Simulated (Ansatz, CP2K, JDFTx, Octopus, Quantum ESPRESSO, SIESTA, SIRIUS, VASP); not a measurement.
SiC: 8 runs at one level of theory

```
Si C
1.0
     3.07600    0.00000    0.00000
    -1.53800    2.66389    0.00000
     0.00000    0.00000    5.04800
Si C
2 2
Direct
  0.66667 0.33333 0.50000
  0.33333 0.66667 0.00000
  0.66667 0.33333 0.88500
  0.33333 0.66667 0.38500
```

Alike in all runs: task single point; functional PBEsol; k mesh 10 × 10 × 5; occupations fermi-dirac, width 0.05 eV; no spin polarisation; no spin-orbit coupling. Pressure is positive in compression and, in plane waves, holds the error of the finite cutoff.

```tsv
program and potentials	plane-wave cutoff (eV)	notes	pressure (GPa)	largest force (eV/Å)
SIESTA, files PseudoDojo sr-pbesol-0.4.1-standard, DZP (energy shift 0.003 Ry)	-	atomic basis	3.43	0.834
Quantum ESPRESSO, GBRV 1.5 PBEsol	612	-	0.20	0.752
VASP, PBE PAW files C, Si, 520 eV	520	potentials made for PBE	0.62	0.751
SIRIUS, PseudoDojo 0.4.1 PBEsol standard (scalar relativistic)	1127	-	0.33	0.755
Octopus, pseudodojo_pbesol (PseudoDojo 0.4, PBEsol)	-	-	-	0.755
Ansatz, all-electron LAPW, scalar-relativistic	-	-	0.21	0.746
CP2K, POTENTIAL_UZH Si GTH-PBE-q4, C GTH-PBE-q4; TZVP-MOLOPT-PBE-GTH basis	-	atomic basis; potentials made for PBE	2.33	0.768
JDFTx, PseudoDojo-SR-PBEsol-0.4.1-standard with smoothed tails	1116	-	0.32	0.756
```

Force on atom 3 (C), eV/Å:

| program and potentials | x | y | z |
| --- | --- | --- | --- |
| SIESTA, files PseudoDojo sr-pbesol-0.4.1-standard, DZP (energy shift 0.003 Ry) | 0.000 | 0.000 | -0.834 |
| Quantum ESPRESSO, GBRV 1.5 PBEsol | 0.000 | 0.000 | -0.752 |
| VASP, PBE PAW files C, Si, 520 eV | 0.000 | 0.000 | -0.751 |
| SIRIUS, PseudoDojo 0.4.1 PBEsol standard (scalar relativistic) | 0.000 | 0.000 | -0.755 |
| Octopus, pseudodojo_pbesol (PseudoDojo 0.4, PBEsol) | 0.000 | 0.000 | -0.755 |
| Ansatz, all-electron LAPW, scalar-relativistic | 0.000 | 0.000 | -0.746 |
| CP2K, POTENTIAL_UZH Si GTH-PBE-q4, C GTH-PBE-q4; TZVP-MOLOPT-PBE-GTH basis | 0.000 | 0.000 | -0.768 |
| JDFTx, PseudoDojo-SR-PBEsol-0.4.1-standard with smoothed tails | 0.000 | 0.000 | -0.756 |

The pressure spans 0.20 (Quantum ESPRESSO, GBRV 1.5 PBEsol) to 3.43 GPa (SIESTA, files PseudoDojo sr-pbesol-0.4.1-standard, DZP (energy shift 0.003 Ry)), with all-electron results at 0.21. The atoms of the given cell lie far from their minimum at this level. Rows in atomic bases carry the error of their basis and grid, which can be large.

Differences between rows come from potentials, basis sets and numerical settings, since the functional is the same but for its coding. Runs on potential files found faulty are left out.
